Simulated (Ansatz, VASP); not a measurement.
CsPbBr3: VASP beside Ansatz

```xyz
5
Lattice="5.8700 0.0000 0.0000 0.0000 5.8700 0.0000 0.0000 0.0000 5.8700" Properties=species:S:1:pos:R:3 pbc="T T T"
Cs    2.9350    2.9350    2.9350
Pb    0.0000    0.0000    0.0000
Br    2.9350    0.0000    0.0000
Br    0.0000    2.9350    0.0000
Br    0.0000    0.0000    2.9350
```

Alike in both runs: functional PBEsol; k mesh 6 × 6 × 6; no spin polarisation.

Ansatz relaxed the structure, and its values are those at the end. VASP's run is a single point on that final structure, the one shown.

|  | VASP | Ansatz |
| --- | --- | --- |
| version | VASP 6.6.1 | Ansatz 0.2.0 |
| potentials or method | VASP PAW PBE potentials, release 64 (Cs_sv, Pb_d, Br) | scalar-relativistic, plane waves, PAW |
| plane-wave cutoff (eV) | 520 | 420 |
| occupations | gaussian, width 0.01 eV | fixed |
| valence electrons in the cell | 44 | 44 |

```csv
,VASP,Ansatz,Ansatz less VASP
gap on the k mesh at the Fermi level (eV),1.43,1.43,-0.001
least direct gap on the mesh (eV),1.43,1.43,-0.001
pressure (GPa),0.0,0.0,0.00
```

Caveats: the PAW data sets were made with another functional, which shifts forces and pressure a little (VASP); spin-orbit coupling is left out, which as a rule narrows the gap of such compounds by several tenths of an eV. A k mesh can miss the band edges.
